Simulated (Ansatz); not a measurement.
The system is InSe.

```
CELL_PARAMETERS angstrom
5.82639 -2.05465 0.00000
5.82639 2.05465 0.00000
-1.72323 0.00000 4.67592
ATOMIC_POSITIONS crystal
In 0.88820 0.88820 0.04684
In 0.11180 0.11180 0.95316
Se 0.66093 0.66093 0.66896
Se 0.33907 0.33907 0.33104
```

The cell comes from a database or a generator and needn't be the stable form of this composition.

The cell isn't the ideal one: strained by -2 %.

* Program: Ansatz 0.2.0
* Task: relaxation of the atoms
* Functional: PBE
* Potentials or basis: Ansatz PAW
* Cutoff: 420 eV (not typed: the program's choice for these potentials)
* k mesh: 5 × 5 × 5
* Occupations: fermi-dirac, width 0.05 eV
* Spin: no spin polarisation

At the start: volume 27.99 Å³/atom.

Where does the relaxation end?

Over 4 steps the energy falls by 6.9 meV/atom; space group C2/m (No. 12, to 0.05 Å).

The path:
```csv
step,energy change (eV),largest force (eV/Å)
1,0.0000,0.4617
2,-0.0272,0.0452
3,-0.0274,0.0131
4,-0.0274,0.0025
```

Final structure:
```
CELL_PARAMETERS angstrom
5.82639 -2.05465 0.00000
5.82639 2.05465 0.00000
-1.72323 0.00000 4.67592
ATOMIC_POSITIONS crystal
In 0.88802 0.88802 0.04776
In 0.11198 0.11198 0.95224
Se 0.65971 0.65971 0.65556
Se 0.34029 0.34029 0.34444
```

Caveat: the thresholds are loose for stress.
